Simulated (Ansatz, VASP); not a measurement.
## One calculation of Cr, two programs

```
Cr
1.0
     3.93530    0.00000    0.00000
    -1.96765    3.40807    0.00000
     0.00000    0.00000    2.49185
Cr
3
Cartesian
  1.3118 0.0000 0.8306
  -0.6559 1.1360 1.6612
  1.3118 2.2720 0.0000
```

Alike in both runs: functional PBEsol; k mesh 6 × 6 × 4; occupations gaussian, width 0.1 eV; no spin polarisation.

Ansatz relaxed the structure, and its values are those at the end. VASP's run is a single point on that final structure, the one shown.

|  | VASP | Ansatz |
| --- | --- | --- |
| version | VASP 6.6.1 | Ansatz 0.2.0 |
| potentials or method | VASP PAW PBE potentials, release 64 (Cr_pv) | scalar-relativistic, plane waves, PAW |
| plane-wave cutoff (eV) | 520 | 420 |
| valence electrons in the cell | 36 | 42 |

Ansatz gave:

```
gap on the k mesh at the Fermi level (eV) : none
pressure (GPa)                            : 0.0
```

Problem. Which values does VASP return?

Solution. gap on the k mesh at the Fermi level (eV): none; pressure (GPa): -0.6.

A gap of «none» marks a metal or a gap that the smearing closes. The two sets of potentials don't hold the same shells in valence.

Caveats: the k mesh is coarse (spacing up to 0.63 Å⁻¹), so the values aren't converged; the PAW data sets were made with another functional, which shifts forces and pressure a little (VASP); the run has no spin polarisation, though such a crystal can be magnetic. Spin polarisation is off, so any magnetic state and its effect on volume and gap are missing.
